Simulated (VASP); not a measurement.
Crystal: AlP.

```
CELL_PARAMETERS angstrom
0.00000 2.72550 2.72550
2.72550 0.00000 2.72550
2.72550 2.72550 0.00000
ATOMIC_POSITIONS crystal
Al 0.00000 0.00000 0.00000
P 0.75000 0.75000 0.75000
```

- Program: VASP 6.6.1
- Task: relaxation of cell and atoms
- Functional: PBE
- Potentials or basis: VASP PAW PBE potentials, release 64 (Al, P)
- Cutoff: 520 eV
- k mesh: 8 × 8 × 8
- Occupations: gaussian, width 0.1 eV
- Spin: no spin polarisation

At the start: pressure 2.6 GPa; volume 20.25 Å³/atom.

Problem. How do energy, volume and symmetry change on relaxing?

Solution. Over 3 steps the energy falls by 4.9 meV/atom and the volume is 20.86 Å³/atom (+3.0 %); space group F-43m (No. 216, to 0.05 Å).

The path:
```
step  energy change (eV)  largest force (eV/Å)  pressure (GPa)  volume (Å³)
   1              0.0000                0.0000            2.64        40.49
   2             -0.0064                0.0000           -1.43        42.48
   3             -0.0098                0.0000            0.01        41.72
```

Final structure:
```
CELL_PARAMETERS angstrom
0.00000 2.75279 2.75279
2.75279 0.00000 2.75279
2.75279 2.75279 0.00000
ATOMIC_POSITIONS crystal
Al 0.00000 0.00000 0.00000
P 0.75000 0.75000 0.75000
```
